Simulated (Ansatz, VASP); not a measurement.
KBr: VASP beside Ansatz

File INCAR:

```
PREC = Accurate
ENCUT = 520
EDIFF = 1E-6
ISMEAR = 0
SIGMA = 0.1
LREAL = F
LASPH = T
NELM = 100
ALGO = Normal
ISIF = 2
LWAVE = F
LCHARG = F
GGA = PE
NBANDS = 15
```

The input KPOINTS:

```
regular mesh
0
Gamma
  6 6 6
```

POSCAR

```
KBr
1.0
    3.5997587902      0.0000000000      0.0000000000
    0.0000000000      3.5997587902      0.0000000000
    0.0000000000      0.0000000000      3.5997587902
K Br
1 1
Direct
    0.0000000000      0.0000000000      0.0000000000
    0.5000000000      0.5000000000      0.5000000000
```

Input for Ansatz:

```yaml
crystal:
  lattice:
    - [3.5997587902, 0.0, 0.0]
    - [0.0, 3.5997587902, 0.0]
    - [0.0, 0.0, 3.5997587902]
  atoms:
    - { symbol: K, position: [0.0, 0.0, 0.0] }
    - { symbol: Br, position: [0.5, 0.5, 0.5] }
basis:
  ecutwfc: 420
kpoints:
  mp_grid: { grid: [6, 6, 6] }
hamiltonian:
  xc: pbe
scf:
  occupations: { method: gaussian, width: 0.1 }
output:
  forces: true
  stress: true
  eigenvalues: true
```

Alike in both runs: task single point; functional PBE; k mesh 6 × 6 × 6; occupations gaussian, width 0.1 eV; no spin polarisation.

|  | VASP | Ansatz |
| --- | --- | --- |
| version | VASP 6.6.1 | Ansatz 0.2.0 |
| potentials or method | VASP PAW PBE potentials, release 64 (K_sv, Br) | scalar-relativistic, plane waves, PAW |
| plane-wave cutoff (eV) | 520 | 420 |
| valence electrons in the cell | 16 | 16 |

```csv
,VASP,Ansatz,Ansatz less VASP
gap on the k mesh at the Fermi level (eV),5.06,5.07,+0.004
least direct gap on the mesh (eV),5.06,5.07,+0.004
pressure (GPa),12.6,12.4,-0.20
```

A k mesh can miss the band edges.
